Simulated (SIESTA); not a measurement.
Runs of SIESTA 5.4.2 on TiSi2. It takes space group Fddd (No. 70, orthorhombic). Conventional cell: a = 4.779 Å, b = 8.235 Å, c = 8.526 Å, α = 90.00°, β = 90.00°, γ = 90.00°. Around Ti (site symmetry 222) lie 10 Si at 2.55 to 2.78 Å. Si (site symmetry 2) is surrounded by 5 Si at 2.52 to 2.79 Å and 5 Ti at 2.55 to 2.78 Å. The cell is a database's computed one.

```csv
potentials or basis,gap on the mesh (eV),pressure (GPa),largest force (eV/Å)
"PseudoDojo 0.4 standard (PBE files), DZP (energy shift 0.003 Ry; two zetas on semicore shells)",none,2.7,(c)
"PseudoDojo 0.4 standard (PBE files), SZP (energy shift 0.003 Ry)",none,5.7,0.09
"PseudoDojo 0.4 standard (PBE files), SZ (energy shift 0.003 Ry)",none,22.3,0.20
"PseudoDojo 0.4 standard (PBE files), DZ (energy shift 0.003 Ry; two zetas on semicore shells)",none,9.8,(b)
"PseudoDojo 0.4 standard (PBE files), TZP (energy shift 0.003 Ry; two zetas on semicore shells)",none,(a),0.02
```

Alike in all rows: task single point; level PBE; no spin polarisation; cell as given; k mesh 5 × 5 × 5; smearing fermi-dirac 0.05 eV; grid cutoff 800 Ry; energy shift 0.003 Ry.

Q: Estimate the missing entries.

A: (a) 2.2; (b) 0.15; (c) 0.03.

Caveats: the basis of atomic orbitals isn't converged, which shifts pressures, moduli and gaps; the basis has no polarisation orbitals (some runs).

A gap of «none» marks a metal or a gap under the smearing width.
